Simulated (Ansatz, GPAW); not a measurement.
# Co: 3 runs at one level of theory

```
Co
1.0
     2.48736    0.00000    0.00000
    -1.24368    2.15412    0.00000
     0.00000    0.00000    4.06329
Co
2
Direct
  0.33137 0.64975 0.73713
  0.67030 0.32052 0.26370
```

Atoms were shifted at random by some hundredths of an Å from the given cell, which wasn't relaxed again for these runs.

Alike in all runs: task single point; functional PBEsol; k mesh 12 × 12 × 7; occupations fermi-dirac, width 0.05 eV; collinear spin, ferromagnetic start; no spin-orbit coupling. Pressure is positive in compression and, in plane waves, holds the error of the finite cutoff, which Ansatz's Pulay term estimates and takes out.

```tsv
program and potentials	plane-wave cutoff (eV)	notes	pressure (GPa)	net moment per atom (μB)	largest force (eV/Å)	energy over the undisturbed cell (meV/atom)
Ansatz, Ansatz PAW	420	potentials made for PBE, which Ansatz adapts in part; 17 valence electrons an atom on average; Pulay term of +0.20 GPa included	-8.60	1.63	0.649	7.50
GPAW, PAW data sets generated for this functional	600	9 valence electrons an atom on average	-8.24	1.63	0.701	8.12
Ansatz, all-electron LAPW, scalar-relativistic	-	-	-8.66	1.63	0.646	-
```

Force on atom 1 (Co), eV/Å:

| program and potentials | x | y | z |
| --- | --- | --- | --- |
| Ansatz, Ansatz PAW | 0.023 | 0.022 | 0.649 |
| GPAW, PAW data sets generated for this functional | 0.023 | 0.023 | 0.700 |
| Ansatz, all-electron LAPW, scalar-relativistic | 0.022 | 0.022 | 0.645 |

The pressure spans -8.66 (Ansatz, all-electron LAPW, scalar-relativistic) to -8.24 GPa (GPAW, PAW data sets generated for this functional), with all-electron results at -8.66. All agree on the net moment per atom. The state is the one that the start led to, which needn't be the lowest.

Differences between rows come from potentials, basis sets and numerical settings, since the functional is the same but for its coding. Runs on potential files found faulty are left out.

The negative pressure in every run means that PBEsol would contract this cell, although it is already slightly smaller than the measured one. This fits the functional's known overbinding of 3d metals, where its weaker gradient correction favours denser structures. The moment is close to the known spin moment of hcp cobalt. Cobalt is a strong ferromagnet with a nearly full majority d band, so its moment depends little on small changes in the potential, and the agreement on it is a weak test of the potentials.

Forces and pressure discriminate better: Ansatz PAW stays close to the all-electron result, while GPAW gives a larger force and a less negative pressure, possibly because its smaller valence leaves the 3s and 3p shells frozen. The force is mainly along c because the two atomic layers have been pushed together mostly in that direction, and it acts to restore their spacing. The total pressure alone doesn't show whether the contraction would change the axial ratio.
